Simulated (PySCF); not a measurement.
Runs of PySCF 2.14.0 on SH2. The cell holds a molecule in a box, 3 atoms: a = 11.000 Å, b = 11.000 Å, c = 10.000 Å, α = 90.00°, β = 90.00°, γ = 90.00°. 

```csv
task,level,conv_tol,grid for exchange and correlation,frozen core bands,exxdiv,three-centre integrals,gap on the mesh (eV)
atomic charges,PBE,1e-07 Ha,"Becke, atom-centred",-,-,-,6.35
atomic charges,B3LYP5,1e-07 Ha,"Becke, atom-centred",-,ewald,read from an earlier run's file,(a)
atomic charges,r2SCAN50+D3(BJ),1e-07 Ha,"Becke, atom-centred",-,ewald,read from an earlier run's file,11.22
CCSD(T) correlation energy,HF,1e-08 Ha,-,5,ewald,read from an earlier run's file,15.53
```

Alike in all rows: potentials or basis pob-tzvp-rev2 (all-electron); no spin polarisation; cell as given; k mesh 1 × 1 × 1; smearing fixed.

Task: Fill in the values left out.

Result: (a) 8.15.

Caveats: this is a molecule in a periodic box at the Γ point, so its band gap is the HOMO-LUMO gap; the basis of atomic orbitals isn't converged, which shifts pressures, moduli and gaps; the basis is small and the box finite, so much correlation energy is missing and levels can be off by tenths of an eV (some runs).

